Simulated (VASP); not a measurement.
Set up this calculation in VASP 6.6.1, as the native input.

```yaml
Task: relaxation of cell and atoms
Functional: PBE
Potentials_or_basis: VASP PAW PBE potentials, release 64 (Pt)
Cutoff: 600 eV
k_mesh: 18 × 18 × 10
Occupations: gaussian, width 0.1 eV
Spin: no spin polarisation
Dipole_correction: no
Further_INCAR_settings: ALGO = Fast; EDIFF = 1e-07; IBRION = 2; EDIFFG = -0.005; NSW = 100; ISIF = 3
```

The structure of Pt lies in POSCAR:

```
Pt
1.0
    2.7606656158      0.0000000000      0.0000000000
   -1.3803328079      2.3908065546      0.0000000000
    0.0000000000      0.0000000000      4.7921340000
Pt
2
Direct
    0.6666666700      0.3333333300      0.7500000000
    0.3333333300      0.6666666700      0.2500000000
```

This isn't the form of Pt at room conditions, which is fcc.

These files were run (other wordings do the same):

INCAR

```
SYSTEM = Pt
  PREC = Accurate
  ENCUT = 600
  EDIFF = 1E-7
  ISMEAR = 0
  SIGMA = 0.1
  LREAL = .FALSE.
  LASPH = .TRUE.
  NELM = 80
  ALGO = Fast
  ISIF = 3
  LWAVE = .FALSE.
  LCHARG = .FALSE.
  GGA = PE
  IBRION = 2
  NSW = 100
  EDIFFG = -0.005
```

KPOINTS

```
Automatic mesh
0
G
  18 18 10
  0 0 0
```

Potentials or basis: VASP PAW PBE potentials, release 64 (Pt).

The run is started by

```sh
$ cat potpaw_PBE.64/Pt/POTCAR > POTCAR
$ mpirun -np 1 vasp_std > vasp.out
```

Results of the run:

```yaml
Relaxed_volume: 15.73 Å³/atom
Relaxed_cell: a = 2.758 Å, b = 2.758 Å, c = 4.775 Å, α = 90.00°, β = 90.00°, γ = 120.00°
Space_group_after_relaxing_to_0.05_Å: P6_3/mmc (No. 194)
Energy_gained_by_relaxing: 0.4 meV/atom
Ionic_steps: 6
Pressure_after_relaxing: 0.0 GPa
Band_gap_on_the_k_mesh: none (metal or under the smearing width)
```

Wall time 3.7 min on 1 thread of Intel(R) Xeon(R) Platinum 8488C (Sapphire Rapids) (shared host), peak memory 0.26 GiB.
